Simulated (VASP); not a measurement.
# SnO2 (Cassiterite) (P4_2/mnm) in VASP: further runs

Runs on SnO2 (Cassiterite). Level: LDA. Tasks: single point.

Everything below comes from runs of VASP 6.6.1. Logs are shortened: lines on timing, memory, paths and dates and some standing lists are left out, and cuts for length are marked.

### Step 1. The undisturbed crystal

It takes space group P4_2/mnm (No. 136, tetragonal). The conventional cell has a = 4.738 Å, b = 4.738 Å, c = 3.187 Å, α = 90.00°, β = 90.00°, γ = 90.00°. Sn (site symmetry mmm) is surrounded by 6 O at 2.05 to 2.06 Å. O (site symmetry m2m) has 3 Sn at 2.05 to 2.06 Å as nearest neighbours.

### Step 2. Single point, LDA

File INCAR:

```
PREC = Accurate
ENCUT = 600
EDIFF = 1E-7
ISMEAR = 0
SIGMA = 0.05
LREAL = False
LASPH = True
NELM = 100
ALGO = Normal
ISIF = 2
LWAVE = False
LCHARG = False
GGA = CA
NBANDS = 35
ADDGRID = False
```

File KPOINTS:

```
regular mesh
0
Gamma
  6 6 9
```

File POSCAR:

```
SnO2
1.0
    4.7380000000      0.0000000000      0.0000000000
    0.0000000000      4.7380000000      0.0000000000
    0.0000000000      0.0000000000      3.1865000000
Sn O
2 4
Direct
    0.5083380000      0.5032920000      0.5086530000
   -0.0051220000      0.0135540000     -0.0007820000
    0.8109230000      0.1826710000      0.5004320000
    0.6982190000      0.6813010000      0.0618330000
    0.2015220000      0.8103230000      0.4933280000
    0.2970720000      0.3208310000      0.0016070000
```

Potentials or basis: VASP PAW LDA potentials, release 64 (Sn_d, O).

On the command line:

```console
> cat potpaw_LDA.64/Sn_d/POTCAR potpaw_LDA.64/O/POTCAR > POTCAR
> mpirun -np 1 vasp_std > vasp.out
```

OUTCAR:

```text
PREC = Accurate
   ENCUT = 600
   EDIFF = 1E-7
   ISMEAR = 0
   LREAL = False
   LASPH = True
   NELM = 100
   ISIF = 2
   GGA = CA

 Found    164 irreducible k-points:

 Following reciprocal coordinates:
            Coordinates               Weight
  0.000000  0.000000  0.000000      1.000000
  0.166667  0.000000  0.000000      2.000000
  0.000000  0.166667  0.000000      2.000000
  0.333333  0.000000  0.000000      2.000000
  0.000000  0.333333  0.000000      2.000000
  0.500000  0.000000  0.000000      1.000000
   k-points           NKPTS =    164   k-points in BZ     NKDIM =    164   number of bands    NBANDS=     35
   number of dos      NEDOS =    301   number of ions     NIONS =      6
   total plane-waves  NPLWV =  44800
   dimension x,y,z NGX =    40 NGY =   40 NGZ =   28
   dimension x,y,z NGXF=    80 NGYF=   80 NGZF=   56
   ions per type =               2   4
   NGX,Y,Z   is equivalent  to a cutoff of  14.04, 14.04, 14.61 a.u.
   NGXF,Y,Z  is equivalent  to a cutoff of  28.07, 28.07, 29.22 a.u.
 SYSTEM =  unknown system
   PREC   = accura    normal or accurate (medium, high low for compatibility)
   ISTART =      0    job   : 0-new  1-cont  2-samecut
   ICHARG =      2    charge: 1-file 2-atom 10-const
   ISPIN  =      1    spin polarized calculation?
   LNONCOLLINEAR =      F non collinear calculations
   LSORBIT =      F    spin-orbit coupling
   LASPH  =      T    aspherical Exc in radial PAW
   ENCUT  =  600.0 eV  44.10 Ry    6.64 a.u.   9.46  9.46  6.36*2*pi/ulx,y,z
   NELM   =    100;   NELMIN=  2; NELMDL= -5     # of ELM steps
   EDIFF  = 0.1E-06   stopping-criterion for ELM
   LREAL  =      F    real-space projection
   EDIFFG = 0.1E-05   stopping-criterion for IOM
   NSW    =      0    number of steps for IOM
   IBRION =     -1    ionic relax: 0-MD 1-quasi-New 2-CG
   NFREE  =      0    steps in history (QN), initial steepest desc. (CG)
   ISIF   =      2    stress and relaxation
   ISYM   =      2    0-nonsym 1-usesym 2-fastsym
   POTIM  = 0.5000    time-step for ionic-motion
   TEBEG  =    0.0;   TEEND  =   0.0 temperature during run
   PSTRESS=    0.0 pullay stress
   NELECT =      52.0000    total number of electrons
   NUPDOWN=      -1.0000    fix difference up-down
   EMIN   =  10.00;   EMAX   =-10.00  energy-range for DOS
   EFERMI =   0.00;   METHOD = LEGACY
   ISMEAR =     0;   SIGMA  =   0.05  broadening in eV -4-tet -1-fermi 0-gaus
   EFERMI_NEDOS =   21; number of points for ismear=-14 and -15
   IALGO  =     38    algorithm
   IMIX   =      4    mixing-type and parameters
     AMIX     =   0.40;   BMIX     =  1.00
     AMIX_MAG =   1.60;   BMIX_MAG =  1.00
  volume/ion in A,a.u.               =      11.92        80.45
  Fermi-wavevector in a.u.,A,eV,Ry     =   1.472000  2.781677 29.480903  2.166785
  Thomas-Fermi vector in A             =   2.587068
   LORBIT       =      0    0 simple, 1 ext, 2 COOP (PROOUT), +10 PAW based schemes
   GGA     = CA    functional components
   LHFCALC =     F    Hartree Fock is set to
   AEXX    =    0.0000 exact exchange contribution
   IVDW    =     0    specifies the selected vdW correction
   LEPSILON=     F    determine dielectric tensor
   LRPA    =     F    only Hartree local field effects (RPA)
 non-spin polarized calculation
 Gauss-broadening in eV      SIGMA  =   0.05
  energy-cutoff  :      600.00
  volume of cell :       71.53
 maximum number of plane-waves:      2409
 NGX is ok and might be reduce to    40
   NGX = 19   NGY = 19   NGZ = 13

 number of electron      52.0000000 magnetization

 Free energy of the ion-electron system (eV)
  ---------------------------------------------------
  ext. energy  EPLUGINS =         0.00000000
  ---------------------------------------------------
  free energy    TOTEN  =       -41.84251277 eV

  energy without entropy =      -41.84251277  energy(sigma->0) =      -41.84251277

 E-fermi :   6.2414     XC(G=0): -11.7926

 val. band max:        5.9638757211   @ k =   0.0000   0.0000   0.0000
 cond. band min:       7.0585999131   @ k =   0.0000   0.0000   0.0000
 fundamental gap:      1.0947241919
 Fermi energy:         6.2413558770

 k-point     1 :       0.0000    0.0000    0.0000
  band No.  band energies     occupation
      1     -15.2110      2.00000
      2     -14.5739      2.00000
      3     -14.1444      2.00000
      4     -14.1321      2.00000
      5     -14.1115      2.00000
      6     -13.9743      2.00000
[... 27 lines left out ...]
     34      17.7113      0.00000
     35      18.1036      0.00000

 k-point     2 :       0.1667    0.0000    0.0000
  band No.  band energies     occupation
      1     -15.1731      2.00000
      2     -14.6048      2.00000
      3     -14.1585      2.00000
      4     -14.1307      2.00000
      5     -14.1067      2.00000
      6     -14.0041      2.00000
[... 27 lines left out ...]
     34      17.7275      0.00000
     35      18.0791      0.00000

 k-point     3 :       0.0000    0.1667    0.0000
  band No.  band energies     occupation
      1     -15.1733      2.00000
      2     -14.6086      2.00000
      3     -14.1495      2.00000
      4     -14.1305      2.00000
      5     -14.1110      2.00000
      6     -14.0047      2.00000
[... 27 lines left out ...]
     34      17.6407      0.00000
     35      18.0611      0.00000

 k-point     4 :       0.3333    0.0000    0.0000
  band No.  band energies     occupation
      1     -15.0665      2.00000
      2     -14.7112      2.00000
      3     -14.1862      2.00000
      4     -14.1276      2.00000
      5     -14.0971      2.00000
      6     -14.0465      2.00000
[... 27 lines left out ...]
     34      17.7513      0.00000
     35      18.2348      0.00000

 k-point     5 :       0.0000    0.3333    0.0000
  band No.  band energies     occupation
      1     -15.0660      2.00000
      2     -14.7223      2.00000
      3     -14.1601      2.00000
      4     -14.1274      2.00000
      5     -14.1114      2.00000
      6     -14.0480      2.00000
[... 27 lines left out ...]
     34      17.8166      0.00000
     35      18.0486      0.00000

 k-point     6 :       0.5000    0.0000    0.0000
  band No.  band energies     occupation
      1     -14.9537      2.00000
      2     -14.8305      2.00000
      3     -14.1978      2.00000
      4     -14.1261      2.00000
      5     -14.0901      2.00000
      6     -14.0627      2.00000
[... 27 lines left out ...]
     34      18.1528      0.00000
     35      18.4489      0.00000

 [... further k-points ...]
[... 5 lines left out ...]
  --------------------------------------------------------------------------------------
  -------------------------------------------------------------------------------------
  Total        0.7488441      0.6769679      2.4332251      0.3745250     -1.5166499     -1.4938463
  in kB       16.7725070     15.1626322     54.4990386      8.3885596    -33.9697132    -33.4589630
  external PRESSURE =      28.8113926 kB  Pullay stress =       0.0000000 kB

 VOLUME and BASIS-vectors are now :
 -----------------------------------------------------------------------------
  energy-cutoff  :      600.00
  volume of cell :       71.53
      direct lattice vectors                 reciprocal lattice vectors
     4.738000000  0.000000000  0.000000000     0.211059519  0.000000000  0.000000000
     0.000000000  4.738000000  0.000000000     0.000000000  0.211059519  0.000000000
     0.000000000  0.000000000  3.186500000     0.000000000  0.000000000  0.313823945

 POSITION                                       TOTAL-FORCE (eV/Angst)
 -----------------------------------------------------------------------------------
      2.40851      2.38460      1.62082        -1.680830     -0.764201      2.126650
      4.71373      0.06422      3.18401         1.482388     -1.870520      0.056092
      3.84215      0.86550      1.59463        -1.301391      1.035514      0.298211
      3.30816      3.22800      0.19703         1.521847      1.386200     -3.065556
      0.95481      3.83931      1.57199        -0.341890      0.423135      0.542457
      1.40753      1.52010      0.00512         0.319875     -0.210128      0.042147
 -----------------------------------------------------------------------------------
    total drift:                                0.000667      0.000039      0.000040

  FREE ENERGIE OF THE ION-ELECTRON SYSTEM (eV)
  ---------------------------------------------------
  free  energy   TOTEN  =       -41.8425127665 eV

  energy  without entropy=      -41.8425127665  energy(sigma->0) =      -41.84251277
```

OSZICAR:

```text
N       E                     dE             d eps       ncg     rms          rms(c)
DAV:   1     0.673225675787E+03    0.67323E+03   -0.27803E+04 12564   0.254E+03
DAV:   2     0.632044340251E+02   -0.61002E+03   -0.57467E+03 12272   0.654E+02
DAV:   3    -0.422294714903E+02   -0.10543E+03   -0.10331E+03 12422   0.221E+02
DAV:   4    -0.480060995012E+02   -0.57766E+01   -0.57311E+01 14466   0.552E+01
DAV:   5    -0.481552699003E+02   -0.14917E+00   -0.14892E+00 14216   0.943E+00    0.160E+01
DAV:   6    -0.419106699559E+02    0.62446E+01   -0.17301E+01 18455   0.666E+01    0.649E+00
DAV:   7    -0.419409935075E+02   -0.30324E-01   -0.21066E+00 13133   0.823E+00    0.325E+00
DAV:   8    -0.418578593888E+02    0.83134E-01   -0.23301E-01 17989   0.458E+00    0.755E-01
DAV:   9    -0.418422792999E+02    0.15580E-01   -0.34417E-02 18509   0.317E+00    0.124E-01
DAV:  10    -0.418425193328E+02   -0.24003E-03   -0.37246E-03 12580   0.411E-01    0.855E-02
DAV:  11    -0.418425108857E+02    0.84470E-05   -0.20135E-04 15587   0.978E-02    0.295E-02
DAV:  12    -0.418425137481E+02   -0.28623E-05   -0.19551E-05 15085   0.365E-02    0.123E-02
DAV:  13    -0.418425128691E+02    0.87897E-06   -0.33717E-06 17849   0.204E-02    0.625E-03
DAV:  14    -0.418425127949E+02    0.74162E-07   -0.10312E-06 15773   0.123E-02    0.146E-03
DAV:  15    -0.418425127665E+02    0.28426E-07   -0.13159E-07  7852   0.417E-03
   1 F= -.41842513E+02 E0= -.41842513E+02  d E =-.366782E-17
```

Run time: 5.4 min. Hardware: 1 thread of Intel Xeon Platinum 8488C (Sapphire Rapids), shared host; peak memory 0.46 GiB.

These settings aren't checked as converged: the numbers below hold their error.

What came out:

```yaml
Free_energy: -41.8425 eV
Pressure: 2.9 GPa
Largest_force: 3.693 eV/Å
Band_gap_on_the_k_mesh: 1.09 eV, direct
```

Caveat: spin-orbit coupling is left out, which moves the levels of the heavy elements.

### Step 3. Single point, LDA

INCAR is that of step 2.

File KPOINTS:

```
regular mesh
0
Gamma
  7 7 10
```

POSCAR is that of step 2.

Potentials or basis: VASP PAW LDA potentials, release 64 (Sn_d, O).

On the command line:

```console
> cat potpaw_LDA.64/Sn_d/POTCAR potpaw_LDA.64/O/POTCAR > POTCAR
> mpirun -np 1 vasp_std > vasp.out
```

Run time: 7 min. Hardware: 1 thread of Intel Xeon Platinum 8488C (Sapphire Rapids), shared host; peak memory 0.61 GiB.

These settings aren't checked as converged: the numbers below hold their error.

What came out:

```yaml
Free_energy: -41.8425 eV
Pressure: 2.9 GPa
Largest_force: 3.693 eV/Å
Band_gap_on_the_k_mesh: 1.09 eV, direct
```

Caveat: spin-orbit coupling is left out, which moves the levels of the heavy elements.

### Step 4. The reference run

An earlier run on the cell as given: functional PBEsol; potentials or basis VASP PAW PBE potentials, release 64 (Sn_d, O); cutoff 520 eV; k mesh 6 × 6 × 8; occupations fermi-dirac, width 0.05 eV; no spin polarisation.

- Pressure: 5.4 GPa
- Largest force: 0.229 eV/Å
- Band gap on the k mesh: 1.18 eV, direct
